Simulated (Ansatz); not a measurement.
The system is V.

```
V
1.0
    -1.51435    1.51435    1.51435
     1.51435   -1.51435    1.51435
     1.51435    1.51435   -1.51435
V
1
Cartesian
  0.0000 0.0000 0.0000
```

* Program: Ansatz 0.2.0
* Task: relaxation of cell and atoms
* Functional: LDA
* Potentials or basis: all-electron LAPW, scalar-relativistic
* Basis error allowed: 0.001 eV/atom
* k mesh: 12 × 12 × 12
* Occupations: fermi-dirac, width 0.05 eV
* Spin: collinear spin, ferromagnetic start
* Starting moments: [2.0] μB

At the start: volume 13.89 Å³/atom.

Problem. How do energy, volume and symmetry change on relaxing?

Solution. Over 5 steps the energy falls by 84.1 meV/atom and the volume is 12.49 Å³/atom (-10.1 %); space group Im-3m (No. 229, to 0.05 Å); moment 0.00 μB per cell.

Step by step:
```csv
step,energy change (eV),largest force (eV/Å),volume (Å³)
1,0.0000,0.0000,13.89
2,-0.0821,0.0000,12.29
3,-0.0841,0.0000,12.52
4,-0.0841,0.0000,12.49
5,-0.0841,0.0000,12.49
```

Final structure:
```yaml
crystal:
  lattice:
    - [-1.46173, 1.46173, 1.46173]
    - [1.46173, -1.46173, 1.46173]
    - [1.46173, 1.46173, -1.46173]
  atoms:
    - { symbol: V, position: [0.00000, 0.00000, 0.00000] }
```

Caveat: the volume moved by -10 % from the deposited cell, more than functionals usually miss; the starting moments weren't kept.
